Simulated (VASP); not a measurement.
**Results of a VASP single-point calculation on InP (strained zincblende)**

POSCAR

```
In P
 1.0000000000000000
     0.0000000000000000    2.9537876347999998    2.9242497584999998
     2.9537876347999998    0.0000000000000000    2.9242497584999998
     2.9537876347999998    2.9537876347999998    0.0000000000000000
 In  P
   1   1
Cartesian
  0.0000000000000000  0.0000000000000000  0.0000000000000000
  1.4768938173999999  1.4768938173999999  1.4621248792500001
```

```json
{
 "gap between bands v and c": "1.06 eV",
 "least direct gap": "1.06 eV"
}
```

Band v is the last that the valence electrons fill when counted band by band, and c is the next. Levels in eV from the top of v:

```
point    v−1      v     c   c+1
    Γ  -0.05   0.00  1.06  4.40
    X  -2.43  -2.43  1.96  2.45
    K  -3.38  -1.99  2.64  4.73
    L  -1.05  -0.99  1.80  5.09
    W  -3.03  -2.97  4.52  4.69
```

Q: Which of these levels of theory gave these results?
A. HSE06
B. PBEsol
C. PBE0
D. LDA
E. r²SCAN
F. PBE
G. PBE with spin–orbit coupling

A: E.

The INCAR was:

```
IBRION = -1
METAGGA = R2SCAN
ISMEAR = 0
NBANDS = 16
ENCUT = 520
LREAL = .FALSE.
EDIFF = 1E-7
ALGO = Normal
LWAVE = .FALSE.
SIGMA = 0.01
PREC = Accurate
LASPH = .TRUE.
NELM = 120
LCHARG = .TRUE.
LELF = .TRUE.
ISIF = 2
NSW = 0
```
